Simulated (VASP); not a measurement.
Wanted: the native input for a VASP 6.6.1 run.

```yaml
Task: single point
Functional: PBE
Potentials_or_basis: VASP PAW PBE potentials, release 64 (Na_pv, H)
Cutoff: 520 eV
k_mesh: 6 × 6 × 6
Occupations: gaussian, width 0.1 eV
Spin: no spin polarisation
Dipole_correction: no
Further_INCAR_settings: ALGO = Fast; EDIFF = 1e-07; NBANDS = 11
```

The structure of NaH lies in POSCAR:

```
NaH
1.0
    0.0000000000      2.4400000000      2.4400000000
    2.4400000000      0.0000000000      2.4400000000
    2.4400000000      2.4400000000      0.0000000000
Na H
1 1
Direct
    0.0000000000      0.0000000000      0.0000000000
    0.5000000000      0.5000000000      0.5000000000
```

The input as run:

INCAR

```
SYSTEM = NaH
  PREC = Accurate
  ENCUT = 520
  EDIFF = 1E-7
  ISMEAR = 0
  SIGMA = 0.1
  LREAL = .FALSE.
  LASPH = .TRUE.
  NELM = 100
  ALGO = Fast
  ISIF = 2
  LWAVE = .FALSE.
  LCHARG = .FALSE.
  GGA = PE
  NBANDS = 11
```

KPOINTS

```
Automatic mesh
0
G
  6 6 6
  0 0 0
```

Potentials or basis: VASP PAW PBE potentials, release 64 (Na_pv, H).

Launch:

```sh
$ cat potpaw_PBE.64/Na_pv/POTCAR potpaw_PBE.64/H/POTCAR > POTCAR
$ mpirun -np 1 vasp_std > vasp.out
```

It gave:

| Quantity | Value |
| --- | --- |
| Pressure | -0.7 GPa |
| Band gap on the k mesh | 3.76 eV, indirect (least direct gap 4.55 eV) |

Run time: 4.7 s on 1 thread of Intel(R) Xeon(R) 6975P-C (Granite Rapids) (shared host), peak memory 0.14 GiB.
